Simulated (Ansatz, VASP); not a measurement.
One calculation of NaH, two programs

```
Na H
1.0
     3.95328    0.00000    0.00000
    -1.97664    3.42364    0.00000
     0.00000    0.00000    4.82829
Na H
2 2
Direct
  0.33333 0.66667 0.93750
  0.66667 0.33333 0.43750
  0.33333 0.66667 0.43750
  0.66667 0.33333 0.93750
```

Alike in both runs: task single point; functional r2SCAN; k mesh 12 × 12 × 6; no spin polarisation.

```csv
,VASP,Ansatz
version,VASP 6.6.1,Ansatz 0.2.0
potentials or method,"VASP PAW PBE potentials, release 64 (Na_pv, H)","plane waves, PAW"
plane-wave cutoff (eV),520,500
occupations,"gaussian, width 0.01 eV",fixed
valence electrons in the cell,16,20
```

```csv
,VASP,Ansatz,Ansatz less VASP
gap on the k mesh at the Fermi level (eV),3.68,3.67,-0.010
pressure (GPa),-0.1,0.0,+0.05
```

The two sets of potentials don't hold the same shells in valence. Ansatz warned: «structure_snapped_to_symmetry».

Caveats: the PAW data sets were made with another functional, which shifts forces and pressure a little (VASP). A k mesh can miss the band edges. r2SCAN opens gaps a little over a GGA but as a rule still falls short of measured ones.
